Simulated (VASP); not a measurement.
# AlN (P6_3mc) in VASP: a series of runs

One crystal, AlN, is run at these levels: PBE; tasks: G0W0 quasiparticle levels.

All numbers are computed with VASP 6.6.1; they aren't measurements. Logs are shortened: lines on timing, memory, paths and dates and some standing lists are left out, and cuts for length are marked.

### 1 The crystal as given

It takes space group P6_3mc (No. 186, hexagonal). The conventional cell has a = 3.113 Å, b = 3.113 Å, c = 4.981 Å, α = 90.00°, β = 90.00°, γ = 120.00°. Al (site symmetry 3m) is surrounded by 4 N at 1.89 Å. N (site symmetry 3m) is surrounded by 4 Al at 1.89 Å.

### 2 G0W0 quasiparticle levels, PBE

File POSCAR:

```
AlN
1.0
    3.1130000000      0.0000000000      0.0000000000
   -1.5565000000      2.6959370820      0.0000000000
    0.0000000000      0.0000000000      4.9810000000
Al N
2 2
Direct
    0.6666666667      0.3333333333      0.5000000000
    0.3333333333      0.6666666667      0.0000000000
    0.6666666667      0.3333333333      0.8800000000
    0.3333333333      0.6666666667      0.3800000000
```

File INCAR.step1:

```
  PREC = Accurate
  ENCUT = 450
  EDIFF = 1E-8
  ISMEAR = 0
  SIGMA = 0.01
  LREAL = False
  LASPH = True
  NELM = 80
  ALGO = Normal
  LWAVE = True
  LCHARG = False
  GGA = PE
```

File INCAR.step2:

```
  PREC = Accurate
  ENCUT = 450
  EDIFF = 1E-8
  ISMEAR = 0
  SIGMA = 0.01
  LREAL = False
  LASPH = True
  NELM = 1
  ALGO = Exact
  LWAVE = True
  LCHARG = False
  GGA = PE
  NBANDS = 258
  LOPTICS = True
  ISTART = 1
```

File INCAR.step3:

```
  PREC = Accurate
  ENCUT = 450
  EDIFF = 1E-8
  ISMEAR = 0
  SIGMA = 0.01
  LREAL = False
  LASPH = True
  ALGO = EVGW0
  LWAVE = False
  LCHARG = False
  GGA = PE
  NELMGW = 1
  NBANDS = 258
  ENCUTGW = 260
  NOMEGA = 48
  PRECFOCK = Fast
  ISTART = 1
  NBANDSGW = 16
```

File KPOINTS:

```
Automatic mesh
0
Gamma
  6 6 3
```

Potentials or basis: VASP PAW PBE potentials, release 64 (Al_GW, N_GW).

Run with:

```sh
$ cat potpaw_PBE.64/Al_GW/POTCAR potpaw_PBE.64/N_GW/POTCAR > POTCAR
$ cp INCAR.step1 INCAR
$ mpirun -np 1 vasp_std > vasp.out
$ cp INCAR.step2 INCAR
$ mpirun -np 1 vasp_std > vasp.out
$ cp INCAR.step3 INCAR
$ mpirun -np 1 vasp_std > vasp.out
```

OUTCAR:

```text
PREC = Accurate
   ENCUT = 450
   EDIFF = 1E-8
   ISMEAR = 0
   LREAL = False
   LASPH = True
   GGA = PE
   NELMGW = 1
   ENCUTGW = 260
   PRECFOCK = Fast
   ISTART = 1

 Found     14 irreducible k-points:

 Following reciprocal coordinates:
            Coordinates               Weight
  0.000000  0.000000  0.000000      1.000000
  0.166667  0.000000  0.000000      6.000000
  0.333333  0.000000  0.000000      6.000000
  0.500000  0.000000  0.000000      3.000000
  0.166667  0.166667  0.000000      6.000000
  0.333333  0.166667  0.000000     12.000000
   k-points           NKPTS =     14   k-points in BZ     NKDIM =    108   number of bands    NBANDS=    258
   number of dos      NEDOS =    301   number of ions     NIONS =      4
   total plane-waves  NPLWV =  20736
   dimension x,y,z NGX =    24 NGY =   24 NGZ =   36
   dimension x,y,z NGXF=    48 NGYF=   48 NGZF=   72
   ions per type =               2   2
   NGX,Y,Z   is equivalent  to a cutoff of  12.82, 12.82, 12.02 a.u.
   NGXF,Y,Z  is equivalent  to a cutoff of  25.63, 25.63, 24.03 a.u.
 SYSTEM =  unknown system
   PREC   = accura    normal or accurate (medium, high low for compatibility)
   ISTART =      1    job   : 0-new  1-cont  2-samecut
   ICHARG =      0    charge: 1-file 2-atom 10-const
   ISPIN  =      1    spin polarized calculation?
   LNONCOLLINEAR =      F non collinear calculations
   LSORBIT =      F    spin-orbit coupling
   LASPH  =      T    aspherical Exc in radial PAW
   ENCUT  =  450.0 eV  33.07 Ry    5.75 a.u.   5.38  5.38  8.62*2*pi/ulx,y,z
   NELM   =     60;   NELMIN=  2; NELMDL=  0     # of ELM steps
   EDIFF  = 0.1E-07   stopping-criterion for ELM
   LREAL  =      F    real-space projection
   EDIFFG = 0.1E-06   stopping-criterion for IOM
   NSW    =      0    number of steps for IOM
   IBRION =     -1    ionic relax: 0-MD 1-quasi-New 2-CG
   NFREE  =      0    steps in history (QN), initial steepest desc. (CG)
   ISIF   =      0    stress and relaxation
   ISYM   =      3    0-nonsym 1-usesym 2-fastsym
   POTIM  = 0.5000    time-step for ionic-motion
   TEBEG  =    0.0;   TEEND  =   0.0 temperature during run
   PSTRESS=    0.0 pullay stress
   NELECT =      16.0000    total number of electrons
   NUPDOWN=      -1.0000    fix difference up-down
   EMIN   =  10.00;   EMAX   =-10.00  energy-range for DOS
   EFERMI =   0.00;   METHOD = LEGACY
   ISMEAR =     0;   SIGMA  =   0.01  broadening in eV -4-tet -1-fermi 0-gaus
   EFERMI_NEDOS =   21; number of points for ismear=-14 and -15
   IALGO  =     38    algorithm
   IMIX   =      4    mixing-type and parameters
     AMIX     =   0.40;   BMIX     =  1.00
     AMIX_MAG =   1.60;   BMIX_MAG =  1.00
  volume/ion in A,a.u.               =      10.45        70.52
  Fermi-wavevector in a.u.,A,eV,Ry     =   1.188629  2.246183 19.222843  1.412839
  Thomas-Fermi vector in A             =   2.324754
   LORBIT       =      0    0 simple, 1 ext, 2 COOP (PROOUT), +10 PAW based schemes
   GGA     = PE    functional components
   LHFCALC =     T    Hartree Fock is set to
   PRECFOCK=fast      Normal, Fast or Accurate (Low or Medium for compatibility)
   ENCUT4O =  -1.0   cutoff for four orbital integrals eV
   NKREDX  =     1    reduce k-point grid by
   NKREDY  =     1    reduce k-point grid by
   NKREDZ  =     1    reduce k-point grid by
   AEXX    =    1.0000 exact exchange contribution
   HFSCREEN=    0.0000 screening length (either q_TF or 0.3 A-1)
   HFSCREENC=   0.0000 screening length for correlation (either q_TF or 0.3 A-1)
   ENCUTFOCK=  -1.0 apply spherical cutoff to Coloumb kernel
   IVDW    =     0    specifies the selected vdW correction
   LEPSILON=     F    determine dielectric tensor
   LRPA    =     F    only Hartree local field effects (RPA)
   LRPAFORCE           =     F    calculate RPA forces
   ENCUTGW             = 260.0    cutoff for response function in eV
   ENCUTGWSOFT         = 208.0    soft cutoff for Coulomb kernel in GW response function in eV
   ENCUTLF             =  -1.0    cutoff for local field effects
   NELMGW              =     1    number of iterations in solving QP/BSE equation
   NELMHF              =     1    number of iterations in the inner HF iteration
   NKREDLFX            =     1    NKREDLFY  =   1   NKREDLFZ  =   1
 non-spin polarized calculation
 Gauss-broadening in eV      SIGMA  =   0.01
  energy-cutoff  :      450.00
  volume of cell :       41.80
 maximum number of plane-waves:       929
 NGX is ok and might be reduce to    24
  NGX = 14; NGY = 14; NGZ = 24
   NGX = 11   NGY = 11   NGZ = 17
 maximum number of plane-waves:       416

 QP shifts <psi_nk| G(iteration)W_0 |psi_nk>: iteration 1
 for sc-GW calculations column KS-energies equals QP-energies in previous step
 and V_xc(KS)=  KS-energies - (<T + V_ion + V_H > + <T+V_H+V_ion>^1  + <V_x>^1)

 k-point   1 :       0.0000    0.0000    0.0000
  band No.  KS-energies  QP-energies   sigma(KS)   V_xc(KS)     V^pw_x(r,r')   Z            occupation Imag(sigma)

      1     -10.0609     -11.7572     -17.1542     -14.7968     -24.7762       0.7196       2.0000       1.1754
      2      -7.9125      -9.5178     -18.5760     -16.3520     -25.8697       0.7218       2.0000       0.9435
      3      -0.8741      -2.2659     -14.5664     -12.6524     -18.5339       0.7272       2.0000       0.1610
      4       4.2727       3.1284     -17.7823     -16.3011     -20.5918       0.7725       2.0000       0.0583
      5       4.2727       3.1284     -17.7823     -16.3011     -20.5918       0.7725       2.0000       0.0583
      6       4.9276       3.8620     -18.1416     -16.7682     -20.7859       0.7759       2.0000       0.0558
[... 8 lines left out ...]
     15      18.2560      19.2029      -9.3101     -10.5022      -4.0260       0.7943       0.0000      -0.1513
     16      18.2560      19.2029      -9.3101     -10.5022      -4.0260       0.7943       0.0000      -0.1513

 k-point   2 :       0.1667    0.0000    0.0000
  band No.  KS-energies  QP-energies   sigma(KS)   V_xc(KS)     V^pw_x(r,r')   Z            occupation Imag(sigma)

      1      -9.7151     -11.3947     -17.3061     -14.9772     -24.8695       0.7212       2.0000       1.1394
      2      -7.7259      -9.3308     -18.7108     -16.4973     -25.9721       0.7251       2.0000       0.9275
      3      -0.4579      -1.8413     -14.7155     -12.8194     -18.5462       0.7296       2.0000       0.1408
      4       2.8535       1.5969     -16.5707     -14.9325     -19.5609       0.7670       2.0000       0.0681
      5       3.6367       2.4752     -17.1416     -15.6370     -19.9190       0.7719       2.0000       0.0605
      6       3.8819       2.6921     -17.4428     -15.8996     -20.3139       0.7710       2.0000       0.0600
[... 8 lines left out ...]
     15      17.4845      18.2974      -9.2520     -10.2703      -4.1568       0.7984       0.0000      -0.1365
     16      17.9003      18.7001      -9.0120     -10.0135      -3.8107       0.7987       0.0000      -0.1650

 k-point   3 :       0.3333    0.0000    0.0000
  band No.  KS-energies  QP-energies   sigma(KS)   V_xc(KS)     V^pw_x(r,r')   Z            occupation Imag(sigma)

      1      -8.8221     -10.4637     -17.8195     -15.5477     -25.2306       0.7226       2.0000       1.0433
      2      -7.3963      -8.9985     -18.9759     -16.7881     -26.1914       0.7323       2.0000       0.8999
      3       0.6248      -0.7437     -15.3778     -13.5461     -18.9070       0.7472       2.0000       0.1055
      4       0.6954      -0.6899     -15.1883     -13.3388     -18.6744       0.7490       2.0000       0.1011
      5       1.8135       0.5002     -16.2482     -14.5135     -19.5135       0.7571       2.0000       0.0826
      6       3.2906       2.0392     -17.0554     -15.4248     -20.0456       0.7674       2.0000       0.0640
[... 8 lines left out ...]
     15      17.2214      18.2418     -10.8861     -12.1939      -5.5514       0.7803       0.0000      -0.1380
     16      19.5066      20.4171     -10.2602     -11.4390      -4.3350       0.7724       0.0000      -0.2648

 k-point   4 :       0.5000    0.0000    0.0000
  band No.  KS-energies  QP-energies   sigma(KS)   V_xc(KS)     V^pw_x(r,r')   Z            occupation Imag(sigma)

      1      -8.0995      -9.7253     -18.4325     -16.2002     -25.7440       0.7282       2.0000       0.9741
      2      -7.4046      -9.0012     -18.8940     -16.7095     -26.0995       0.7309       2.0000       0.8976
      3      -0.3176      -1.7231     -14.9120     -12.9985     -18.6964       0.7345       2.0000       0.1310
      4       0.9707      -0.3966     -15.7713     -13.9442     -19.2642       0.7484       2.0000       0.0974
      5       1.7718       0.4474     -15.9728     -14.2215     -19.2621       0.7562       2.0000       0.0838
      6       3.0435       1.7685     -16.9212     -15.2566     -19.9644       0.7659       2.0000       0.0660
[... 8 lines left out ...]
     15      17.9599      18.8929     -11.1435     -12.3508      -5.6195       0.7728       0.0000      -0.1696
     16      20.2776      21.0631      -9.0838     -10.1107      -3.0660       0.7650       0.0000      -0.2810

 k-point   5 :       0.1667    0.1667    0.0000
  band No.  KS-energies  QP-energies   sigma(KS)   V_xc(KS)     V^pw_x(r,r')   Z            occupation Imag(sigma)

      1      -9.0893     -10.7369     -17.6423     -15.3550     -25.0971       0.7203       2.0000       1.0712
      2      -7.4609      -9.0626     -18.9242     -16.7302     -26.1476       0.7300       2.0000       0.9057
      3       0.3256      -1.0466     -15.0412     -13.1889     -18.6354       0.7408       2.0000       0.1129
      4       1.7527       0.4256     -15.9974     -14.2472     -19.2350       0.7582       2.0000       0.0819
      5       1.7527       0.4256     -15.9974     -14.2472     -19.2350       0.7582       2.0000       0.0819
      6       3.4366       2.2262     -17.0870     -15.5136     -19.9998       0.7692       2.0000       0.0633
[... 8 lines left out ...]
     15      17.6657      18.7307     -11.0518     -12.4270      -5.5255       0.7745       0.0000      -0.1612
     16      19.1484      20.0405     -10.1914     -11.3365      -4.4664       0.7791       0.0000      -0.2345

 k-point   6 :       0.3333    0.1667    0.0000
  band No.  KS-energies  QP-energies   sigma(KS)   V_xc(KS)     V^pw_x(r,r')   Z            occupation Imag(sigma)

      1      -8.1730      -9.7967     -18.3131     -16.0773     -25.6251       0.7262       2.0000       0.9778
      2      -7.3416      -8.9407     -19.0146     -16.8334     -26.2215       0.7331       2.0000       0.8959
      3       0.1750      -1.2276     -15.0776     -13.1868     -18.7050       0.7418       2.0000       0.1137
      4       1.2083      -0.1463     -15.8301     -14.0302     -19.2446       0.7526       2.0000       0.0927
      5       1.6282       0.2965     -15.7438     -13.9843     -19.0226       0.7569       2.0000       0.0848
      6       2.3439       1.0405     -16.2599     -14.5531     -19.3751       0.7637       2.0000       0.0740
[... 8 lines left out ...]
     15      17.6016      18.5070     -10.6855     -11.8472      -5.2895       0.7793       0.0000      -0.1591
     16      19.8331      20.7248     -10.4286     -11.5886      -4.3421       0.7687       0.0000      -0.3023

 [... further k-points ...]
```

It took 20 min on 1 thread of Intel Xeon Platinum 8259CL at 2.50GHz (Skylake/Cascade Lake), shared host; peak memory 0.92 GiB.

These settings aren't checked as converged: the numbers below hold their error.

Results:

```
Band gap on the k mesh, mean-field level : 4.21 eV, direct
Quasiparticle gap                        : 5.89 eV
Least direct quasiparticle gap           : 5.89 eV
```

Caveat: the k mesh is coarse (spacing up to 0.42 Å⁻¹), so the values aren't converged; bands, screening cutoff and mesh are small and nothing is extrapolated, so the quasiparticle values aren't converged.

(Continued in part 2 of 3.)
